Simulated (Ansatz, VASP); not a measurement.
**Al: VASP beside Ansatz**

```
Al
1.0
     2.87760    0.00000    0.00000
    -1.43880    2.49208    0.00000
     0.00000    0.00000    4.63613
Al
2
Direct
  0.33333 0.66667 0.25000
  0.66667 0.33333 0.75000
```

Alike in both runs: functional PBE; k mesh 13 × 13 × 7; occupations fermi-dirac, width 0.1 eV; no spin polarisation.

Ansatz relaxed the structure, and its values are those at the end. VASP's run is a single point on that final structure, the one shown.

|  | VASP | Ansatz |
| --- | --- | --- |
| version | VASP 6.6.1 | Ansatz 0.2.0 |
| potentials or method | VASP PAW PBE potentials, release 64 (Al) | plane waves (420 eV) with PAW, scalar-relativistic |
| plane-wave cutoff (eV) | 520 | 420 |
| valence electrons in the cell | 6 | 6 |

|  | VASP | Ansatz | Ansatz less VASP |
| --- | --- | --- | --- |
| pressure (GPa) | 0.0 | 0.0 | +0.03 |

With one functional, cell and mesh, what is left measures potentials, basis and numerics.
